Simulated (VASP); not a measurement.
A run of VASP 6.6.1 is set up as follows.

INCAR

```
  PREC = Accurate
  ENCUT = 600
  EDIFF = 1E-6
  ISMEAR = 0
  SIGMA = 0.02
  LREAL = F
  LASPH = T
  NELM = 120
  ALGO = Fast
  ISIF = 3
  LWAVE = F
  LCHARG = F
  GGA = PS
  IBRION = 2
  NSW = 40
  EDIFFG = -0.005
```

File KPOINTS:

```
Automatic mesh
0
Gamma
  10 10 10
```

File POSCAR:

```
NaF
1.0
    0.0000000000      2.3150000000      2.3150000000
    2.3150000000      0.0000000000      2.3150000000
    2.3150000000      2.3150000000      0.0000000000
Na F
1 1
Direct
    0.0000000000      0.0000000000      0.0000000000
    0.5000000000      0.5000000000      0.5000000000
```

Potentials or basis: VASP PAW PBE potentials, release 64 (Na_pv, F).

Run with:

```console
$ cat potpaw_PBE.64/Na_pv/POTCAR potpaw_PBE.64/F/POTCAR > POTCAR
$ mpirun -np 1 vasp_std > vasp.out
```

(1) Predict the band gap on the k mesh.

(2) What does it give for the relaxed volume?

(3) What does it give for the relaxed cell?

(4) Estimate the space group after relaxing (to 0.05 Å).

## Answers

(1) 6.18 eV, direct.

(2) 12.39 Å³/atom.

(3) a = 3.273 Å, b = 3.273 Å, c = 3.273 Å, α = 60.00°, β = 60.00°, γ = 60.00°.

(4) Fm-3m (No. 225).

Caveat: the PAW data sets were made with another functional, which shifts forces and pressure a little.
